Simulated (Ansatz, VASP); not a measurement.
One calculation of Al4N3, two programs

```xyz
7
Lattice="3.1120 0.0000 0.0000 -1.5560 2.6951 0.0000 0.0000 0.0000 9.8286" Properties=species:S:1:pos:R:3 pbc="T T T"
Al    0.0000    0.0000    4.8717
Al    0.0000    1.7967    7.4561
Al    0.0000    0.0000   -0.1843
Al    0.0000    1.7967    2.3485
N     0.0000    1.7967    4.2566
N     0.0000    0.0000    6.7828
N     0.0000    0.0000    1.7431
```

Alike in both runs: functional PBE; k mesh 6 × 6 × 2; occupations gaussian, width 0.2 eV; no spin polarisation.

Ansatz relaxed the structure, and its values are those at the end. VASP's run is a single point on that final structure, the one shown.

|  | VASP | Ansatz |
| --- | --- | --- |
| version | VASP 6.6.1 | Ansatz 0.2.0 |
| potentials or method | VASP PAW PBE potentials, release 64 (Al, N) | scalar-relativistic, plane waves, PAW |
| plane-wave cutoff (eV) | 520 | 420 |
| valence electrons in the cell | 27 | 27 |

```tsv
	VASP	Ansatz	Ansatz less VASP
gap on the k mesh at the Fermi level (eV)	none	none	-
pressure (GPa)	-0.3	-0.1	+0.20
rms of the force components (eV/Å)	0.011	0.011	-0.0002
```

A gap of «none» marks a metal or a gap that the smearing closes.

Caveats: the k mesh is coarse (spacing up to 0.39 Å⁻¹), so the values aren't converged.
